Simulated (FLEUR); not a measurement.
Computed results, one entry a study.

```
! title: MnS (Browneite): which magnetic order is lowest
! method: PBE with U = 3.3 eV, J = 0.9 eV on Mn d; all-electron FLAPW, Dirac cores, scalar-relativistic bands
! program: FLEUR MaX-R8.1
! settings of one run: kmax 4.26 1/bohr, gmax 12.8 1/bohr, muffin tin radii Mn: 2.7, S: 1.76 bohr, lmax Mn: [10, 8], S: [6, 4], hist occupations, smearing width 0.05 eV, mixer Anderson, mixing 0.05, max iterations 130, stop 0.0001 me/bohr³, collinear spin, 6×3×6 k-mesh, double counting FLL, mesh matched on, starting moments 4.5 -4.5 0 0 μB
! notes: This is the lowest of 4 finished starts, no proof of the ground state.
! lowest state found: antiferromagnetic (initial antiferro q=(0,1/2,1/2) +-)
! largest site spin moment: 4.51 μB
! next finished state: antiferromagnetic, 34.8 meV a seeded atom higher
! spinless run over the lowest (under a U no clean measure of the moments): 3453 meV a seeded atom
CELL_PARAMETERS angstrom
0.00000 2.80000 2.80000
5.60000 0.00000 5.60000
5.60000 2.80000 2.80000
ATOMIC_POSITIONS crystal
Mn 0.00000 0.00000 0.00000
Mn 0.00000 0.50000 0.00000
S 0.25000 0.00000 0.25000
S 0.25000 0.50000 0.25000
```

[Logs and program files are shortened in this print: banners, set-up blocks, solver, clock and traceback lines can be left out without a mark of their own.]

[Logs are printed without paths, hosts, clocks, repeated set-up lines and the standing remarks that a program may print on its own settings, such as how far it seeks lower states.]

[Hosts, paths, dates, database ids (printed as entryN), source tags and the programs' standing remarks are cut or masked in the printed files.]

[Where a cell is said to come from a database of computed structures, the database is the Materials Project.]
